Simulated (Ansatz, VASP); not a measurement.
**Two plane-wave programs on ZnS**

```
Zn S
1.0
     0.00000    2.69560    2.69560
     2.69560    0.00000    2.69560
     2.69560    2.69560    0.00000
Zn S
1 1
Cartesian
  0.0000 0.0000 0.0000
  4.0434 4.0434 4.0434
```

Change from the starting cell: volume scaled by 0.99, PAW files.

Alike in both runs: task electric field gradients; functional PBE; k mesh 8 × 8 × 8; occupations fermi-dirac, width 0.01 eV; no spin polarisation.

|  | VASP | Ansatz |
| --- | --- | --- |
| version | VASP 6.6.1 | Ansatz 0.2.0 |
| potentials or method | VASP PAW PBE potentials, release 64 (Zn, S) | PAW with Ansatz's default frozen-core files, scalar-relativistic |
| plane-wave cutoff (eV) | 520 | 420 |
| valence electrons in the cell | 18 | 18 |

VASP gave:

| Property | Result |
| --- | --- |
| gap on the k mesh at the Fermi level (eV) | 2.15 |
| pressure (GPa) | 2.3 |
| Vzz of the field gradient on the site that differs most (V/Å²) | 0.0 |

Question: Estimate Ansatz's values.

Answer: gap on the k mesh at the Fermi level (eV): 2.14; pressure (GPa): 2.2; Vzz of the field gradient on the site that differs most (V/Å²): 0.0.

With one functional, cell and mesh, what is left measures potentials, basis and numerics.
